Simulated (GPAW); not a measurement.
The system is FeO (Wuestite).

```xyz
2
Lattice="0.0000 2.1554 2.1554 2.1554 0.0000 2.1554 2.1554 2.1554 0.0000" Properties=species:S:1:pos:R:3 pbc="T T T"
Fe    0.0000    0.0000    0.0000
O     2.1554    2.1554    2.1554
```

Base run:

- Program: GPAW 26.7.0
- Functional: PBEsol
- Potentials or basis: PAW data sets generated in the run's folder for this functional
- Cutoff: 800 eV
- Basis: pw
- k mesh: 11 × 11 × 11
- Occupations: fermi-dirac, width 0.05 eV
- Spin: collinear spin, ferromagnetic start
- Starting moments: [3.0, 0.0] μB
- Hubbard terms: Fe d U = 4 eV

Its results: pressure -5.3 GPa; net moment 4.02 μB per cell; site moments Fe +3.72; O +0.17 μB.

Problem. The run is repeated on the same cell with these changes: hubbard terms from Fe d U = 4 eV to Fe d U = 1 eV. What comes out?

Solution. Pressure -6.7 GPa; net moment 4.00 μB per cell; site moments Fe +3.59; O +0.22 μB.

Caveats: a cell with one magnetic atom can't hold antiferromagnetic order, which such compounds often take.
